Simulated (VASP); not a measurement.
A run of VASP 6.6.1 is set up as follows.

run.py

```python
from ase.calculators.vasp import Vasp
from ase.dft.dos import DOS
from ase.io import read

atoms = read('POSCAR')
calc = Vasp(
    directory='calc',
    xc='lda',
    pp='LDA',
    setups='recommended',
    prec='Accurate',
    encut=520,
    ediff=1e-06,
    ismear=0,
    sigma=0.1,
    lreal=False,
    lasph=True,
    nelm=80,
    algo='Fast',
    isif=2,
    lwave=False,
    lcharg=False,
    lmaxmix=4,
    lorbit=11,
    kpts=[12, 12, 12],
    gamma=True,
)
atoms.calc = calc

print('energy (eV):', atoms.get_potential_energy())
print('free energy (eV):', atoms.get_potential_energy(force_consistent=True))
print('forces (eV/A):')
print(atoms.get_forces())
print('stress (eV/A^3, Voigt):', atoms.get_stress())
print('Fermi level (eV):', calc.get_fermi_level())
dos = DOS(calc, width=0.05, window=(-10, 10), npts=301)
print('E - E_F (eV), DOS (1/eV)')
for e, g in zip(dos.get_energies(), dos.get_dos()):
    print(f'{e:8.3f} {g:10.4f}')
```

The input POSCAR:

```
TiH2
1.0
   -1.5965000000      1.5965000000      2.1335000000
    1.5965000000     -1.5965000000      2.1335000000
    1.5965000000      1.5965000000     -2.1335000000
Ti H
1 2
Direct
    0.0000000000      0.0000000000      0.0000000000
    0.2500000000      0.7500000000      0.5000000000
    0.7500000000      0.2500000000      0.5000000000
```

Potentials or basis: VASP PAW LDA potentials, release 64 (Ti_sv, H).

Launch:

```sh
$ python run.py
```

What does it give for the pressure?

-8.6 GPa.

Estimate the band gap on the k mesh.

none (metal or under the smearing width).

Stress tensor (GPa, compression positive):
```
-8.57  0.00  0.00
 0.00 -8.57  0.00
 0.00  0.00 -8.67
```
